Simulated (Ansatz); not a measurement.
# IrO2: frozen-core PAW against all-electron methods

```xyz
6
Lattice="4.4990 0.0000 0.0000 0.0000 4.4990 0.0000 0.0000 0.0000 3.0516" Properties=species:S:1:pos:R:3 pbc="T T T"
Ir    0.0000    0.0000    0.0000
Ir    2.2495    2.2495    1.5258
O     1.3992    1.3992    0.0000
O     0.8503    3.6487    1.5258
O     3.0998    3.0998    0.0000
O     3.6487    0.8503    1.5258
```

Atom numbers follow the list: Ir1, Ir2, O3, O4, O5, O6.

The geometry is COD entry 1538153, unchecked; take it as a test cell. It is an old determination, and later ones may differ. The listed cell was then made from it by scaling, straining or moving an atom.

Spin–orbit coupling is left out, though it moves levels of the heavy atoms by tenths of an eV or more.

Levels of theory: DFT, PBEsol, PAW with Ansatz's default frozen-core files, scalar-relativistic (Ansatz 0.2.0); DFT, PBEsol, all-electron PAW with datasets made for the crystal, scalar-relativistic (Ansatz 0.2.0); DFT, PBEsol, all-electron LAPW, scalar-relativistic (Ansatz 0.2.0).

For PAW: a Γ-centred 8×8×11 k mesh, Fermi–Dirac smearing of 0.05 eV, cutoff 420 eV, no spin polarisation; the PAW files were made with PBE, and the program remakes their frozen cores for this functional. The crystal-made all-electron datasets (AE datasets) take a cutoff of 500 eV at this cell. LAPW targets a basis error of 0.5 meV/atom. The Ansatz runs share mesh, smearing and spin set-up. Plane-wave (PAW) pressures include the program's estimate of the Pulay term.

Stress and pressure are positive in compression.

```tsv
quantity	PAW	AE datasets	LAPW
pressure (GPa)	10.95	11.01	11.01
stress xx (GPa)	?	2.51	2.51
stress zz (GPa)	27.91	28.02	28.02
force on O3, x (eV/Å)	-0.858	-0.862	-0.862
```

(1) What belongs in the row "stress xx (GPa)", column "PAW"?

Results:

(1) 2.46.
